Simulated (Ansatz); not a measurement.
A relaxation computed with Ansatz, from input to last step.

```yaml
crystal:
  lattice:
    - [-3.1000666423, 3.063240389, 3.1000666423]
    - [3.1000666423, -3.063240389, 3.1000666423]
    - [3.1000666423, 3.063240389, -3.1000666423]
  atoms:
    - { symbol: Ga, position: [0.2313766404, 0.6365685322, 0.3811915916] }
    - { symbol: Ga, position: [0.375, 0.25, 0.625] }
    - { symbol: Ga, position: [0.7446230595, 0.8634314678, 0.0948081082] }
    - { symbol: Ga, position: [0.125, 0.75, 0.875] }
    - { symbol: Ga, position: [0.6188084084, 0.3501850488, 0.2553769405] }
    - { symbol: Ga, position: [0.9051918918, 0.1498149512, 0.7686233596] }
    - { symbol: H, position: [0.625, 0.75, 0.375] }
basis:
  ecutwfc: 420
kpoints:
  mp_grid: { grid: [8, 8, 8] }
hamiltonian:
  xc: pbe
scf:
  occupations: { method: gaussian, width: 0.1 }
output:
  forces: true
  stress: true
  eigenvalues: true
relax:
  adjacent_minimum: "off"
  f_tol: 0.025
  max_steps: 70
  cell: { stress_tol: 0.12 }
```

```bash
ansatz run input.yaml --threads 2 --pin off --max-ram 5120MiB --backend cpu --events-out ev --progress --plain --runs-dir out
```

Theory: DFT PBE, scalar-relativistic, plane waves, PAW in Ansatz 0.2.0.

Of 3 frames 3 are shown, positions in Å and forces in eV/Å; the SCF threshold varies from step to step. Steps run on the plane waves of an earlier cell, with a Pulay correction in the pressure. The basis is chosen afresh for the last frame, the zero of the energies, and can be on the way; energy and pressure step there, also at an unchanged geometry.

```xyz
7
Lattice="-3.1001 3.0632 3.1001 3.1001 -3.0632 3.1001 3.1001 3.0632 -3.1001" Properties=species:S:1:pos:R:3:forces:R:3 pbc="T T T" step=1 free_energy_over_end_meV_per_atom=0.14 pressure_GPa=0.30
Ga    2.4378   -0.0735    1.5090    0.0110    0.0130    0.0050
Ga    1.5500    2.2974    0.0000    0.0000    0.0000    0.0000
Ga    0.6622   -0.0735    4.6912   -0.0110    0.0130   -0.0050
Ga    4.6501    0.7658    0.0000    0.0000    0.0000    0.0000
Ga   -0.0411    1.6051    2.2123    0.0050   -0.0130   -0.0110
Ga    0.0411    4.6684    0.8878   -0.0050   -0.0130    0.0110
H     1.5500    0.7658    3.1001    0.0000    0.0000    0.0000
7
Lattice="-3.1090 3.0678 3.1090 3.1090 -3.0678 3.1090 3.1090 3.0678 -3.1090" Properties=species:S:1:pos:R:3:forces:R:3 pbc="T T T" step=2 free_energy_over_end_meV_per_atom=0.05 pressure_GPa=-0.04
Ga    2.4490   -0.0711    1.5147    0.0010    0.0060    0.0050
Ga    1.5545    2.3009    0.0000    0.0000    0.0000    0.0000
Ga    0.6600   -0.0711    4.7033   -0.0010    0.0060   -0.0050
Ga    4.6635    0.7670    0.0000    0.0000    0.0000    0.0000
Ga   -0.0398    1.6050    2.2144    0.0050   -0.0060   -0.0010
Ga    0.0398    4.6728    0.8945   -0.0050   -0.0060    0.0010
H     1.5545    0.7670    3.1090    0.0000    0.0000    0.0000
7
Lattice="-3.1090 3.0678 3.1090 3.1090 -3.0678 3.1090 3.1090 3.0678 -3.1090" Properties=species:S:1:pos:R:3:forces:R:3 pbc="T T T" step=3 free_energy_over_end_meV_per_atom=0.00 pressure_GPa=-0.04
Ga    2.4490   -0.0711    1.5147    0.0010    0.0060    0.0050
Ga    1.5545    2.3009    0.0000    0.0000    0.0000    0.0000
Ga    0.6600   -0.0711    4.7033   -0.0010    0.0060   -0.0050
Ga    4.6635    0.7670    0.0000    0.0000    0.0000    0.0000
Ga   -0.0398    1.6050    2.2144    0.0050   -0.0060   -0.0010
Ga    0.0398    4.6728    0.8945   -0.0050   -0.0060    0.0010
H     1.5545    0.7670    3.1090    0.0000    0.0000    0.0000
```

The run took 38 s on 2 threads of INTEL(R) XEON(R) PLATINUM 8581C CPU @ 2.10GHz (Emerald Rapids), on a shared host, peak memory 0.66 GiB.